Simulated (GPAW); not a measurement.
Crystal: BaH2.

```
Ba H
1.0
     4.46203    0.00000    0.00000
    -2.23101    3.86423    0.00000
     0.00000    0.00000    6.05529
Ba H
2 4
Direct
  0.33333 0.66667 0.25000
  0.66667 0.33333 0.75000
  0.00000 0.00000 0.00000
  0.00000 0.00000 0.50000
  0.66667 0.33333 0.25000
  0.33333 0.66667 0.75000
```

The cell comes from a database or a generator and needn't be the stable form of this composition.

```yaml
Program: GPAW 26.7.0
Task: relaxation of cell and atoms
Functional: PBEsol
Potentials_or_basis: PAW data sets generated in the run's folder for this functional
Cutoff: 600 eV
Basis: pw
k_mesh: 5 × 5 × 3
Occupations: fermi-dirac, width 0.05 eV
Spin: no spin polarisation
```

At the start: pressure -2.0 GPa; volume 17.40 Å³/atom.

Task: How do energy, volume and symmetry change on relaxing?

Result: Over 10 steps the energy falls by 6.7 meV/atom and the volume is 16.31 Å³/atom (-6.3 %); space group P6_3/mmc (No. 194, to 0.05 Å).

The path:
| step | energy change (eV) | largest force (eV/Å) | pressure (GPa) | volume (Å³) |
| --- | --- | --- | --- | --- |
| 1 | 0.0000 | 0.0000 | -1.95 | 104.41 |
| 2 | -0.0018 | 0.0000 | -1.91 | 104.25 |
| 3 | -0.0347 | 0.0001 | 0.12 | 98.24 |
| 4 | -0.0350 | 0.0001 | 0.00 | 98.55 |
| 5 | -0.0353 | 0.0000 | -0.05 | 98.67 |
| 6 | -0.0364 | 0.0000 | -0.22 | 98.99 |
| 7 | -0.0379 | 0.0001 | -0.33 | 99.08 |
| 8 | -0.0394 | 0.0002 | -0.30 | 98.72 |
| 9 | -0.0399 | 0.0002 | -0.14 | 98.14 |
| 10 | -0.0399 | 0.0002 | -0.02 | 97.83 |

Final structure:
```xyz
6
Lattice="4.4020 0.0000 0.0000 -2.2010 3.8123 0.0000 0.0000 0.0000 5.8298" Properties=species:S:1:pos:R:3 pbc="T T T"
Ba    0.0000    2.5415    1.4574
Ba    2.2010    1.2708    4.3724
H     0.0000    0.0000    0.0000
H     0.0000    0.0000    2.9149
H     2.2010    1.2708    1.4574
H     0.0000    2.5415    4.3724
```

Caveat: later steps reuse the first step's grids.
